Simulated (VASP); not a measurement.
Write the native input for VASP 6.6.1 that does the following.

| Quantity | Value |
| --- | --- |
| Task | single point |
| Functional | PBE |
| Potentials or basis | VASP PAW PBE potentials, release 64 (W_sv) |
| Cutoff | 520 eV |
| k mesh | 18 × 18 × 18 |
| Occupations | gaussian, width 0.1 eV |
| Spin | collinear spin, zero start |
| Starting moments | [0.0] μB |
| Dipole correction | no |
| Further INCAR settings | ALGO = Normal; EDIFF = 1e-06; NBANDS = 17 |

The structure of W lies in POSCAR:

```
W
1.0
    0.0000000000      2.0185031148      2.0185031148
    2.0185031148      0.0000000000      2.0185031148
    2.0185031148      2.0185031148      0.0000000000
W
1
Direct
    0.0000000000      0.0000000000      0.0000000000
```

This isn't the form of W at room conditions, which is bcc.

One way to write it, as run:

INCAR

```
  PREC = Accurate
  ENCUT = 520
  EDIFF = 1E-6
  ISMEAR = 0
  SIGMA = 0.1
  LREAL = False
  LASPH = True
  NELM = 150
  ALGO = Normal
  ISIF = 2
  LWAVE = False
  LCHARG = True
  ISPIN = 2
  MAGMOM = 0
  LORBIT = 11
  LMAXMIX = 4
  GGA = PE
  LELF = True
  LVHAR = True
  NBANDS = 17
```

KPOINTS

```
Automatic mesh
0
Gamma
  18 18 18
```

Potentials or basis: VASP PAW PBE potentials, release 64 (W_sv).

Launch:

```console
$ cat potpaw_PBE.64/W_sv/POTCAR > POTCAR
$ mpirun -np 1 vasp_std > vasp.out
```

Results of the run:

```
Pressure                                              : 0.5 GPa
Band gap on the k mesh                                : none (metal or under the smearing width)
Net moment                                            : 0.00 μB per cell
Valence electrons inside the program's atomic spheres : W 12.02
```

It took 47 s on 1 thread of AMD EPYC 9R45 96-Core Processor (Zen 5), with other jobs on the host, peak memory 0.18 GiB.
